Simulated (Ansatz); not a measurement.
## PbSe: a sublattice moved along a line

The calculation used Ansatz, DFT PBE, scalar-relativistic, plane waves, PAW. The runs took a 420 eV cutoff, a Γ-centred 10×10×10 mesh and Gaussian smearing (0.03 eV). Spin–orbit coupling is left out, which can shift energies with elements as heavy as these. No spin polarisation. Energies are free energies at this smearing, counted from the undisturbed cell; pressure is positive in compression.

Reference structure (as given, not relaxed at this level; it stands at 2.4 GPa):

```
CELL_PARAMETERS angstrom
0.00000 3.06215 3.06215
3.06215 0.00000 3.06215
3.06215 3.06215 0.00000
ATOMIC_POSITIONS crystal
Pb 0.00000 0.00000 0.00000
Se 0.50000 0.50000 0.50000
```

Every Se atom is moved by x along the Cartesian unit vector (0.000, 0.000, -1.000); the cell and all other atoms stay fixed.

```
  x (Å)  ΔE (meV/cell)
-0.5000          277.7
-0.2500           33.3
 0.0000            0.0
 0.0625            1.2
 0.1250            5.7
 0.1875           15.4
 0.3125           63.2
 0.3750          109.9
 0.4375          179.1
```

Question: Predict the force along x on the moved atoms (eV/Å) at each point.

Answer:
```
  x (Å) force along x on the moved atoms (eV/Å)
-0.5000                                     1.85
-0.2500                                     0.37
 0.0000                                     0.00
 0.0625                                    -0.04
 0.1250                                    -0.11
 0.1875                                    -0.21
 0.3125                                    -0.60
 0.3750                                    -0.91
 0.4375                                    -1.32
```